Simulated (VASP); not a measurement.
# CaO: G0W0, by functional

CaO, Fm-3m (no. 225), 2 atoms in the cell.

| Functional | Quasiparticle gap on the mesh (eV) | Gap of the starting point on the mesh (eV) | Quasiparticle gap at the zone centre (eV) | Starting gap at the zone centre (eV) | Correction of the gap between the band edges on the mesh (eV) | Time (s) |
|---|---|---|---|---|---|---|
| LDA | 5.99 | 3.48 | 6.44 | 4.57 | 2.52 | 37 |
| PBE | 5.94 | 3.65 | 6.39 | 4.73 | 2.29 | 35 |
| PBEsol | 6.00 | 3.55 | 6.44 | 4.58 | 2.45 | 39 |
| r2SCAN | 6.21 | 4.20 | 6.71 | 5.43 | 2.00 | 63 |
| HSE06 | 6.65 | 5.35 | 7.17 | 6.28 | 1.30 | 317 |
| PBE0 | 6.95 | 6.10 | 7.46 | 7.01 | 0.85 | 186 |
| SCAN | 6.16 | 4.18 | 6.65 | 5.37 | 1.98 | 56 |
| HSE03 | 6.54 | 5.07 | 7.07 | 6.01 | 1.47 | 205 |

Limits: the mesh is coarse: the screening isn't converged, and the gap may still move by about 0.1 eV.

## Input of the first row

INCAR.step1:
```
SYSTEM = CaO
  ALGO = Normal
  EDIFF = 1E-8
  ENCUT = 500
  GGA = CA
  ISMEAR = 0
  KPAR = 4
  LASPH = .True.
  LCHARG = .False.
  LREAL = .False.
  LWAVE = .True.
  NELM = 150
  PREC = Accurate
  SIGMA = 0.05
```

INCAR.step2, as INCAR.step1 but for:
```
- ALGO = Normal
- NELM = 150
+ ALGO = Exact
+ ISTART = 1
+ LOPTICS = .True.
+ NBANDS = 184
+ NELM = 1
```

INCAR.step3:
```
SYSTEM = CaO
  ALGO = EVGW0
  ENCUT = 500
  ENCUTGW = 200
  GGA = CA
  ISMEAR = 0
  ISTART = 1
  KPAR = 4
  LASPH = .True.
  LCHARG = .False.
  LREAL = .False.
  LWAVE = .False.
  NBANDS = 184
  NBANDSGW = 12
  NELMGW = 1
  NOMEGA = 48
  PREC = Accurate
  PRECFOCK = Fast
  SIGMA = 0.05
```

KPOINTS:
```
k-points
0
Gamma
  4 4 4
```

POSCAR:
```
CaO
1.0
    0.0000000000      2.4035556960      2.4035556960
    2.4035556960      0.0000000000      2.4035556960
    2.4035556960      2.4035556960      0.0000000000
Ca O
1 1
Direct
    0.0000000000      0.0000000000      0.0000000000
    0.5000000000      0.5000000000      0.5000000000
```

Commands (each step's output is kept before the next begins):
```
cat potpaw_LDA.64/Ca_sv_GW/POTCAR potpaw_LDA.64/O_GW/POTCAR > POTCAR
cp INCAR.step1 INCAR
mpirun -np 4 vasp_std > vasp.out
cp INCAR.step2 INCAR
mpirun -np 4 vasp_std > vasp.out
cp INCAR.step3 INCAR
mpirun -np 4 vasp_std > vasp.out
```

Changes of row 7 against the first:
```
(all steps)
- GGA = CA
+ METAGGA = SCAN
+ LMIXTAU = True
- cat potpaw_LDA.64/Ca_sv_GW/POTCAR potpaw_LDA.64/O_GW/POTCAR > POTCAR
+ cat potpaw_PBE.64/Ca_sv_GW/POTCAR potpaw_PBE.64/O_GW/POTCAR > POTCAR
```

VASP 6.6.1 took 37 s on 4 cores (Intel Xeon Platinum 8488C (Sapphire Rapids)), a shared host.
